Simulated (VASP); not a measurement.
# Lattice of La2O3, functional by functional

How much does the relaxed cell of La2O3 depend on the functional? The starting structure is a computed structure from the Materials Project. The first relaxation on each setting starts from this cell expanded by 3 % in volume.

Main program and level: VASP 6.6.1; Kohn-Sham DFT with plane waves and PAW; PBEsol, LDA, PBE, PBEsol + D3(BJ), r2SCAN, r2SCAN + rVV10, rev-vdW-DF2 and RPBE.

## 1. Set-up

Symmetry: P-3m1, No. 164, trigonal system. The conventional cell has a = 3.931 Å, b = 3.931 Å, c = 6.112 Å, α = 90.00°, β = 90.00°, γ = 120.00°. La has 7 O at 2.36 to 2.72 Å nearest. O has 6 La at 2.72 Å nearest. Nearest to O lie 4 La at 2.36 to 2.44 Å. Farther neighbours and most contacts between anions are not listed.

Coordinates:

```cif
data_structure
_symmetry_space_group_name_H-M 'P 1'
_symmetry_Int_Tables_number 1
_cell_length_a 3.9308
_cell_length_b 3.9308
_cell_length_c 6.1120
_cell_angle_alpha 90.000
_cell_angle_beta 90.000
_cell_angle_gamma 120.000
_cell_volume 81.78
loop_
_atom_site_label
_atom_site_type_symbol
_atom_site_fract_x
_atom_site_fract_y
_atom_site_fract_z
_atom_site_occupancy
La1 La 0.33333 0.66667 0.24624 1
La2 La 0.66667 0.33333 0.75376 1
O3 O 0.00000 0.00000 0.00000 1
O4 O 0.33333 0.66667 0.64589 1
O5 O 0.66667 0.33333 0.35411 1
```

## 2. Relaxation with PBEsol

PBEsol restores the gradient expansion of exchange and is tuned for the cells of solids. This run starts from the cell of an earlier relaxation, which isn't shown; the restart sets up the plane waves anew.

Contents of INCAR:

```
SYSTEM = La2O3
PREC = Accurate
ENCUT = 520
EDIFF = 1E-06
NELM = 100
ISMEAR = 0
SIGMA = 0.03
LREAL = .FALSE.
ALGO = Normal
GGA = PS
NBANDS = 26
LASPH = .TRUE.
LORBIT = 11
LWAVE = .FALSE.
LCHARG = .FALSE.
KPAR = 8
IBRION = 2
NSW = 50
ISIF = 3
EDIFFG = -0.006
```

Contents of POSCAR:

```
La2O3
1.0
    3.9044200537      0.0000000000      0.0000000000
   -1.9522100268      3.3813269535      0.0000000000
    0.0000000000      0.0000000000      6.0388166838
La O
2 3
Direct
    0.3333333333      0.6666666667      0.2453358590
    0.6666666667      0.3333333333      0.7546641410
    0.0000000000      0.0000000000      0.0000000000
    0.3333333333      0.6666666667      0.6459566028
    0.6666666667      0.3333333333      0.3540433972
```

Contents of KPOINTS:

```
Automatic mesh
0
Gamma
6 6 4
0 0 0
```

Potentials, in the order of the species: La and O (PBE family, release 64).

Launch:

```bash
mpirun -np 8 vasp_std
```

Log:

```text
[banner, memory and clock lines left out]
running    8 mpi-ranks, on    1 nodes
 distrk:  each k-point on    1 cores,    8 groups
 distr:  one band on    1 cores,    1 groups

 POSCAR found type information on POSCAR LaO
 POSCAR found :  2 types and       5 ions
|                                                                             |
|           W    W    AA    RRRRR   N    N  II  N    N   GGGG   !!!           |
|           W    W   A  A   R    R  NN   N  II  NN   N  G    G  !!!           |
|           W    W  A    A  R    R  N N  N  II  N N  N  G       !!!           |
|           W WW W  AAAAAA  RRRRR   N  N N  II  N  N N  G  GGG   !            |
|           WW  WW  A    A  R   R   N   NN  II  N   NN  G    G                |
|           W    W  A    A  R    R  N    N  II  N    N   GGGG   !!!           |
|                                                                             |
|     For optimal performance we recommend to set                             |
|       NCORE = 2 up to number-of-cores-per-socket                            |
|     NCORE specifies how many cores store one orbital (NPAR=cpu/NCORE).      |
|     This setting can greatly improve the performance of VASP for DFT.       |
|     The default, NCORE=1 might be grossly inefficient on modern             |
|     multi-core architectures or massively parallel machines. Do your        |
|     Unfortunately you need to use the default for GW and RPA                |
|     calculations (for HF NCORE is supported but not extensively tested      |
|     yet).                                                                   |
|                                                                             |

|                                                                             |
|               ----> ADVICE to this user running VASP <----                  |
|                                                                             |
|     You enforced a specific xc type in the INCAR file but a different       |
|     [... a line on the potential file left out ...]
|     I HOPE YOU KNOW WHAT YOU ARE DOING!                                     |
|                                                                             |

 LDA part: xc-table for (Slater+PW92), standard interpolation
 POSCAR, INCAR and KPOINTS ok, starting setup
 FFT: planning ... GRIDC
 FFT: planning ... GRID_SOFT
 FFT: planning ... GRID
 WAVECAR not read
 entering main loop
       N       E                     dE             d eps       ncg     rms          rms(c)
DAV:   1     0.462882351567E+03    0.46288E+03   -0.15626E+04  1296   0.238E+03
DAV:   2     0.829134806902E+02   -0.37997E+03   -0.37067E+03  1728   0.380E+02
DAV:   3    -0.325140963567E+02   -0.11543E+03   -0.11310E+03  2180   0.199E+02
DAV:   4    -0.477510778708E+02   -0.15237E+02   -0.15212E+02  2120   0.783E+01
DAV:   5    -0.487521444422E+02   -0.10011E+01   -0.10005E+01  2184   0.236E+01    0.139E+01
DAV:   6    -0.438442075628E+02    0.49079E+01   -0.43436E+01  1984   0.385E+01    0.740E+00
DAV:   7    -0.437604578732E+02    0.83750E-01   -0.46266E+00  2400   0.207E+01    0.347E+00
DAV:   8    -0.437172476615E+02    0.43210E-01   -0.52618E-01  2168   0.599E+00    0.114E+00
DAV:   9    -0.437073882793E+02    0.98594E-02   -0.78529E-02  2264   0.220E+00    0.347E-01
DAV:  10    -0.437087515725E+02   -0.13633E-02   -0.23688E-02  2120   0.109E+00    0.159E-01
DAV:  11    -0.437095067336E+02   -0.75516E-03   -0.72660E-03  2280   0.654E-01    0.127E-01
DAV:  12    -0.437094360424E+02    0.70691E-04   -0.19703E-03  1912   0.297E-01    0.507E-02
DAV:  13    -0.437094587225E+02   -0.22680E-04   -0.84870E-04  2256   0.200E-01    0.214E-02
DAV:  14    -0.437094580016E+02    0.72081E-06   -0.83175E-05  2248   0.809E-02    0.615E-03
DAV:  15    -0.437094591310E+02   -0.11294E-05   -0.73058E-06  2008   0.200E-02    0.463E-03
DAV:  16    -0.437094591412E+02   -0.10165E-07   -0.44539E-06  1816   0.134E-02
   1 F= -.43709459E+02 E0= -.43709459E+02  d E =-.437095E+02
 curvature:   0.00 expect dE= 0.000E+00 dE for cont linesearch  0.000E+00
 trial: gam= 0.00000 g(F)=  0.402E-05 g(S)=  0.106E-04 ort = 0.000E+00 (trialstep = 0.100E+01)
 search vector abs. value=  0.146E-04
 reached required accuracy - stopping structural energy minimisation
```

Elapsed: 11 s, on 8 MPI ranks of Intel Xeon 6975P-C (Granite Rapids), shared host; peak memory 1.9 GiB.

The logs omit lines about the potential files and the build; timing stands in the text.

From OUTCAR (step 2):

```text
ion  position               nearest neighbor table
   1  0.333  0.667  0.245-   5 2.35   5 2.35   5 2.35   4 2.42   3 2.70   3 2.70   3 2.70
   2  0.667  0.333  0.755-   4 2.35   4 2.35   4 2.35   5 2.42   3 2.70   3 2.70   3 2.70
   3  0.000  0.000  0.000-   1 2.70   2 2.70   1 2.70   2 2.70   2 2.70   1 2.70
   4  0.333  0.667  0.646-   2 2.35   2 2.35   2 2.35   1 2.42
   5  0.667  0.333  0.354-   1 2.35   1 2.35   1 2.35   2 2.42

  LATTYP: Found a hexagonal cell.
 ALAT       =     3.9044200537
 C/A-ratio  =     1.5466616298

 Subroutine GETGRP returns: Found 12 space group operations
 (whereof 12 operations were pure point group operations)

The static configuration has the point symmetry D_3d.

 Found     24 irreducible k-points:

   k-points           NKPTS =     24   k-points in BZ     NKDIM =     24   number of bands    NBANDS=     26

   dimension x,y,z NGX =    30 NGY =   30 NGZ =   48
   dimension x,y,z NGXF=    60 NGYF=   60 NGZF=   96

   ENCUT  =  520.0 eV  38.22 Ry    6.18 a.u.   7.26  7.26 11.23*2*pi/ulx,y,z

   NELECT =      40.0000    total number of electrons

 k-points in reciprocal lattice and weights: Automatic mesh
   0.00000000  0.00000000  0.00000000       0.007
   0.16666667  0.00000000  0.00000000       0.042
   0.33333333  0.00000000  0.00000000       0.042
   0.50000000  0.00000000  0.00000000       0.021
   0.16666667  0.16666667  0.00000000       0.042
   0.33333333  0.16666667  0.00000000       0.083
   0.33333333  0.33333333  0.00000000       0.014
   0.00000000  0.00000000  0.25000000       0.014
   0.16666667  0.00000000  0.25000000       0.042
[...]
0.33333333  0.16666667  0.50000000       0.083
   0.33333333  0.33333333  0.50000000       0.014

 average (electrostatic) potential at core
       1 -94.5141       2 -94.5141       3 -66.3770       4 -66.8709       5 -66.8709

 E-fermi :   6.2284

 k-point     1 :       0.0000    0.0000    0.0000
  band No.  band energies     occupation
    ...
     16       3.9443      2.00000
     17       4.3196      2.00000
     18       5.6478      2.00000
     19       5.6478      2.00000
     20       5.9276      2.00000
     21      10.3930      0.00000
     22      10.6607      0.00000
     23      10.6607      0.00000
     24      11.3312      0.00000
     25      11.6492      0.00000
    ...

 k-point     2 :       0.1667    0.0000    0.0000
  band No.  band energies     occupation
    ...
     16       4.0586      2.00000
     17       4.9111      2.00000
     18       5.2805      2.00000
     19       5.6432      2.00000
     20       5.8480      2.00000
     21      10.4794      0.00000
     22      10.7389      0.00000
     23      10.8874      0.00000
     24      11.4450      0.00000
     25      11.5883      0.00000
    ...

 k-point     3 :       0.3333    0.0000    0.0000
  band No.  band energies     occupation
    ...
     16       4.8092      2.00000
     17       5.0676      2.00000
     18       5.2400      2.00000
     19       5.7218      2.00000
     20       5.7841      2.00000
     21      10.0807      0.00000
     22      10.8568      0.00000
     23      11.3028      0.00000
     24      11.4840      0.00000
     25      11.4975      0.00000
    ...

  Total       -0.0133764     -0.0133764     -0.0272306     -0.0000000      0.0000000      0.0000000
  in kB       -0.2688147     -0.2688147     -0.5472322     -0.0000000      0.0000000      0.0000000
  external PRESSURE =      -0.3616205 kB  Pullay stress =       0.0000000 kB

  energy-cutoff  :      520.00
  volume of cell :       79.73
      direct lattice vectors                 reciprocal lattice vectors
     3.904420054  0.000000000  0.000000000     0.256119984  0.147870941  0.000000000
    -1.952210027  3.381326953  0.000000000     0.000000000  0.295741883  0.000000000
     0.000000000  0.000000000  6.038816684     0.000000000  0.000000000  0.165595356

 POSITION                                       TOTAL-FORCE (eV/Angst)
 -----------------------------------------------------------------------------------
     -0.00000      2.25422      1.48154         0.000000      0.000000      0.005315
      1.95221      1.12711      4.55728        -0.000000     -0.000000     -0.005315
      0.00000      0.00000      0.00000         0.000000      0.000000      0.000000
     -0.00000      2.25422      3.90081         0.000000      0.000000      0.003668
      1.95221      1.12711      2.13800         0.000000      0.000000     -0.003668
 -----------------------------------------------------------------------------------
    total drift:                               -0.000000      0.000000      0.000000

  FREE ENERGIE OF THE ION-ELECTRON SYSTEM (eV)
  ---------------------------------------------------
  free  energy   TOTEN  =       -43.7094591412 eV

  energy  without entropy=      -43.7094591412  energy(sigma->0) =      -43.70945914

 reached required accuracy - stopping structural energy minimisation

 total charge
# of ion       s       p       d       f       tot
--------------------------------------------------
    1        2.038   5.681   0.672   0.253   8.644
    2        2.038   5.681   0.672   0.253   8.644
    3        1.553   3.369   0.000   0.000   4.922
    4        1.567   3.453   0.000   0.000   5.020
    5        1.567   3.453   0.000   0.000   5.020
--------------------------------------------------
tot          8.762  21.636   1.345   0.506  32.249

[... 3 further parts left out ...]
```

CONTCAR:

```
La2O3
   1.00000000000000
     3.9044200537000000    0.0000000000000000    0.0000000000000000
    -1.9522100268000000    3.3813269534999999    0.0000000000000000
     0.0000000000000000    0.0000000000000000    6.0388166838000004
  La              O
     2     3
Direct
     0.3333333332999970    0.6666666667000030    0.2453358590000008
     0.6666666667000030    0.3333333332999970    0.7546641409999992
     0.0000000000000000    0.0000000000000000    0.0000000000000000
     0.3333333332999970    0.6666666667000030    0.6459566027999983
     0.6666666667000030    0.3333333332999970    0.3540433972000017
```

The PAW data sets were made with PBE, which is usual practice but a small mismatch for other functionals. The run keeps the 12 symmetry operations of its start, so it cannot find a distortion of lower symmetry.

With PBEsol the relaxed cell holds 15.945 Å³ an atom, -2.52 % against the starting cell, with a = 3.904 Å and c = 6.039 Å.

## 3. Relaxation with LDA

LDA, the lowest rung, knows the local density alone. This run starts from the cell of an earlier relaxation, which isn't shown; the restart sets up the plane waves anew.

Changes to INCAR since step 2:

```diff
@@ -9,3 +9,3 @@
 ALGO = Normal
-GGA = PS
+GGA = CA
 NBANDS = 26
```

Contents of POSCAR:

```
La2O3
1.0
    3.8828850343      0.0000000000      0.0000000000
   -1.9414425171      3.3626770797      0.0000000000
    0.0000000000      0.0000000000      5.9462109369
La O
2 3
Direct
    0.3333333333      0.6666666667      0.2437916999
    0.6666666667      0.3333333333      0.7562083001
    0.0000000000      0.0000000000      0.0000000000
    0.3333333333      0.6666666667      0.6467260163
    0.6666666667      0.3333333333      0.3532739837
```

KPOINTS is that of step 2.

Potentials, in the order of the species: La and O (LDA family, release 64).

Launch:

```bash
mpirun -np 8 vasp_std
```

Log:

```text
[banner, memory and clock lines left out]
running    8 mpi-ranks, on    1 nodes
[...]
[... a notice as in an earlier step ...]

 LDA part: xc-table for (Slater(with rela. corr.)+CA(PZ))
 , standard interpolation
 POSCAR, INCAR and KPOINTS ok, starting setup
[...]
entering main loop
       N       E                     dE             d eps       ncg     rms          rms(c)
DAV:   1     0.461099106999E+03    0.46110E+03   -0.15644E+04  1304   0.243E+03
DAV:   2     0.869088106448E+02   -0.37419E+03   -0.36317E+03  1728   0.383E+02
DAV:   3    -0.340655653964E+02   -0.12097E+03   -0.11808E+03  2182   0.200E+02
DAV:   4    -0.504102231255E+02   -0.16345E+02   -0.16322E+02  2134   0.815E+01
[...]
DAV:  13    -0.458975787743E+02   -0.19727E-04   -0.76400E-04  2216   0.183E-01    0.328E-02
DAV:  14    -0.458975586330E+02    0.20141E-04   -0.16083E-04  2208   0.109E-01    0.440E-03
DAV:  15    -0.458975596174E+02   -0.98442E-06   -0.92283E-06  1856   0.232E-02
   1 F= -.45897560E+02 E0= -.45897560E+02  d E =-.458976E+02
[...]
reached required accuracy - stopping structural energy minimisation
```

Elapsed: 8 s, on 8 MPI ranks; peak memory 1.7 GiB; 48 s of CPU time.

Parts of OUTCAR (step 3):

```text
  Total        0.0133513      0.0133513      0.0088604      0.0000000      0.0000000     -0.0000000
  in kB        0.2755205      0.2755205      0.1828455      0.0000000      0.0000000     -0.0000000
  external PRESSURE =       0.2446289 kB  Pullay stress =       0.0000000 kB

 POSITION                                       TOTAL-FORCE (eV/Angst)
 -----------------------------------------------------------------------------------
     -0.00000      2.24178      1.44964        -0.000000      0.000000      0.001606
      1.94144      1.12089      4.49657        -0.000000      0.000000     -0.001606
      0.00000      0.00000      0.00000         0.000000      0.000000      0.000000
     -0.00000      2.24178      3.84557         0.000000      0.000000     -0.000684
      1.94144      1.12089      2.10064        -0.000000      0.000000      0.000684
 -----------------------------------------------------------------------------------
    total drift:                               -0.000000      0.000000      0.000000

  FREE ENERGIE OF THE ION-ELECTRON SYSTEM (eV)
  ---------------------------------------------------
  free  energy   TOTEN  =       -45.8975596174 eV

  energy  without entropy=      -45.8975596174  energy(sigma->0) =      -45.89755962

[... 2 parts as in an earlier step ...]

[... 2 further parts left out ...]
[key lines of the parts left out:]
E-fermi :   6.4168
```

With LDA the relaxed cell holds 15.528 Å³ an atom, -5.07 % against the starting cell, with a = 3.883 Å and c = 5.946 Å. That is -2.62 % from PBEsol.

## 4. Relaxation with PBE

PBE, the usual starting point, adds the gradient of the density.

Changes to INCAR since step 3:

```diff
@@ -9,3 +9,3 @@
 ALGO = Normal
-GGA = CA
+GGA = PE
 NBANDS = 26
```

Contents of POSCAR:

```
La2O3
1.0
    3.9696990021      0.0000000000      0.0000000000
   -1.9848495010      3.4378601812      0.0000000000
    0.0000000000      0.0000000000      6.1724718471
La O
2 3
Direct
    0.3333333333      0.6666666667      0.2462356800
    0.6666666667      0.3333333333      0.7537643200
    0.0000000000      0.0000000000      0.0000000000
    0.3333333333      0.6666666667      0.6458906500
    0.6666666667      0.3333333333      0.3541093500
```

KPOINTS is that of step 3.

The projector-augmented-wave data sets are La and O (PBE family, release 64).

Launch:

```bash
mpirun -np 8 vasp_std
```

Log:

```text
[banner, memory and clock lines left out]
running    8 mpi-ranks, on    1 nodes
[...]
[... a notice as in an earlier step ...]

 LDA part: xc-table for (Slater+PW92), standard interpolation
 POSCAR, INCAR and KPOINTS ok, starting setup
[...]
entering main loop
       N       E                     dE             d eps       ncg     rms          rms(c)
DAV:   1     0.475961302805E+03    0.47596E+03   -0.15850E+04  1296   0.234E+03
DAV:   2     0.845280083397E+02   -0.39143E+03   -0.38091E+03  1768   0.373E+02
DAV:   3    -0.311429328853E+02   -0.11567E+03   -0.11252E+03  2146   0.203E+02
DAV:   4    -0.465540720392E+02   -0.15411E+02   -0.15390E+02  2146   0.786E+01
[...]
DAV:  14    -0.418143486693E+02   -0.13968E-04   -0.24532E-04  2064   0.111E-01    0.185E-02
DAV:  15    -0.418143430199E+02    0.56495E-05   -0.73149E-05  2280   0.606E-02    0.357E-03
DAV:  16    -0.418143440128E+02   -0.99294E-06   -0.97695E-06  1872   0.188E-02
   1 F= -.41814344E+02 E0= -.41814344E+02  d E =-.418143E+02
[... from here on, the cycles between the ionic steps are left out ...]
   2 F= -.41812771E+02 E0= -.41812771E+02  d E =0.157350E-02
   3 F= -.41825569E+02 E0= -.41825569E+02  d E =-.112251E-01
   4 F= -.41825565E+02 E0= -.41825565E+02  d E =-.112208E-01
   5 F= -.41825901E+02 E0= -.41825901E+02  d E =-.335901E-03
   6 F= -.41826071E+02 E0= -.41826071E+02  d E =-.506228E-03
   7 F= -.41825970E+02 E0= -.41825970E+02  d E =-.405285E-03
   8 F= -.41826101E+02 E0= -.41826101E+02  d E =-.536124E-03
   9 F= -.41826099E+02 E0= -.41826099E+02  d E =-.533796E-03
  10 F= -.41826101E+02 E0= -.41826101E+02  d E =-.536439E-03
  11 F= -.41826158E+02 E0= -.41826158E+02  d E =-.564016E-04
  12 F= -.41826158E+02 E0= -.41826158E+02  d E =-.563866E-04
  13 F= -.41826157E+02 E0= -.41826157E+02  d E =-.555747E-04
  14 F= -.41826188E+02 E0= -.41826188E+02  d E =-.314445E-04
  15 F= -.41826191E+02 E0= -.41826191E+02  d E =-.344301E-04
  16 F= -.41826202E+02 E0= -.41826202E+02  d E =-.106542E-04
  17 F= -.41826173E+02 E0= -.41826173E+02  d E =0.178791E-04
  18 F= -.41826202E+02 E0= -.41826202E+02  d E =-.107369E-04
[...]
reached required accuracy - stopping structural energy minimisation
```

Wall time 95 s (8 MPI ranks); peak memory 2.2 GiB; 10 min of CPU time.

From OUTCAR (step 4):

```text
  Total       -0.0200621     -0.0200621     -0.0115716     -0.0000000     -0.0000000      0.0000000
  in kB       -0.3870993     -0.3870993     -0.2232741     -0.0000000     -0.0000000      0.0000000
  external PRESSURE =      -0.3324909 kB  Pullay stress =       0.0000000 kB

 POSITION                                       TOTAL-FORCE (eV/Angst)
 -----------------------------------------------------------------------------------
     -0.00000      2.27369      1.52916         0.000000      0.000000     -0.000448
      1.96908      1.13685      4.65313        -0.000000     -0.000000      0.000448
      0.00000      0.00000     -0.00000         0.000000      0.000000      0.000000
     -0.00000      2.27369      3.98977        -0.000000     -0.000000      0.000024
      1.96908      1.13685      2.19251         0.000000      0.000000     -0.000024
 -----------------------------------------------------------------------------------
    total drift:                               -0.000000      0.000000      0.000000

  FREE ENERGIE OF THE ION-ELECTRON SYSTEM (eV)
  ---------------------------------------------------
  free  energy   TOTEN  =       -41.8262019627 eV

  energy  without entropy=      -41.8262019627  energy(sigma->0) =      -41.82620196

[... 2 parts as in an earlier step ...]

[... 2 further parts left out ...]
[key lines of the parts left out:]
E-fermi :   5.9854
```

Logs of long relaxations may skip ionic steps without a mark.

With PBE the relaxed cell holds 16.607 Å³ an atom, +1.53 % against the starting cell, with a = 3.938 Å and c = 6.182 Å. That is +4.15 % from PBEsol.

(Part 1 of 3 ends here.)

[Lines on the potential files, build, host, timing and source positions are cut from VASP's logs without a mark.]

[Logs are printed without paths, hosts, clocks, repeated set-up lines and the standing remarks that a program may print on its own settings, such as how far it seeks lower states.]

[Hosts, paths, dates, database ids (printed as entryN), source tags and the programs' standing remarks are cut or masked in the printed files.]
